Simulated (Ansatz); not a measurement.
ZrB2 under changes of volume

One of the cells (10.249 Å³/atom); the others are scaled copies at fixed shape and fractional positions:

```
CELL_PARAMETERS angstrom
3.17000 0.00000 0.00000
-1.58500 2.74530 0.00000
0.00000 0.00000 3.53300
ATOMIC_POSITIONS crystal
Zr 0.00000 0.00000 0.00000
B 0.66667 0.33333 0.50000
B 0.33333 0.66667 0.50000
```

* Program: Ansatz 0.2.0
* Functional: rPW86-PBE
* Potentials or basis: Ansatz PAW
* Cutoff: 420 eV (not typed: the program's choice for these potentials)
* k mesh: 10 × 10 × 8
* Occupations: fermi-dirac, width 0.05 eV
* Spin: no spin polarisation

```csv
volume (Å³/atom),energy over the lowest point (meV/atom),pressure (GPa)
9.634,54.69,22.5
9.839,30.05,16.1
10.044,13.20,10.3
10.249,3.42,5.1
10.454,0.00,0.3
10.659,2.41,-4.0
10.864,?,?
```

Question: What does the run at 10.864 Å³/atom give?

Answer: Energy over the lowest point 10.10 meV/atom; pressure -7.9 GPa.

Worked out: A Birch-Murnaghan fit of order 3 (a polynomial in V^(-2/3)) to the other rows has its minimum at 10.47 Å³/atom with B0 = V·E''(V) = 230 GPa and B' = 4.0 at fixed shape and positions, which overstates the stiffness. It gives 10.07 meV/atom at 10.864 Å³/atom, against the run's 10.10, and -dE/dV = -7.9 GPa, against -7.9.

Energies are extrapolated to zero smearing.

Caveats: the PAW data sets come from PBE, with cores solved anew for the run's functional, which leaves a small shift of forces and pressure.
